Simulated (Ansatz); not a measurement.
The system is Ge.

```
Ge
1.0
     1.39715   -2.60052    0.00000
     1.39715    2.60052    0.00000
     0.00000    0.00000    2.69823
Ge
1
Direct
  0.50000 0.50000 0.00000
```

This isn't the form of Ge at room conditions, which is diamond.

```yaml
Program: Ansatz 0.2.0
Task: relaxation of cell and atoms
Functional: revPBE
Dispersion: D3(BJ)
Potentials_or_basis: Ansatz PAW
Cutoff: "420 eV (not typed: the program's choice for these potentials)"
k_mesh: 11 × 11 × 10
Occupations: fermi-dirac, width 0.05 eV
Spin: no spin polarisation
```

At the start: volume 19.61 Å³/atom.

How do energy, volume and symmetry change on relaxing?

It ends after 10 steps and the volume is 18.18 Å³/atom (-7.3 %); space group P6/mmm (No. 191, to 0.05 Å).

The path:
```tsv
step	energy change (eV)	largest force (eV/Å)	volume (Å³)
1	0.0000	0.0000	19.61
2	-0.0273	0.0000	18.03
3	-0.0281	0.0000	18.16
4	-0.0283	0.0000	18.18
5	-0.0284	0.0000	18.17
6	-0.0284	0.0000	18.18
7	-0.0285	0.0000	18.18
8	-0.0285	0.0000	18.18
9	-0.0285	0.0000	18.18
10	-0.0282	0.0000	18.18
```

Final structure:
```yaml
crystal:
  lattice:
    - [1.40352, -2.43166, 0.00000]
    - [1.40352, 2.43166, 0.00000]
    - [0.00000, 0.00000, 2.66308]
  atoms:
    - { symbol: Ge, position: [0.50000, 0.50000, 0.00000] }
```

Caveat: the plane-wave basis is chosen anew once the cell has moved, so the energies of steps on either side of that aren't comparable; pairwise dispersion overbinds metals, which lowers pressure and volume; the PAW data sets come from PBE, with cores solved anew for the run's functional, which leaves a small shift of forces and pressure.
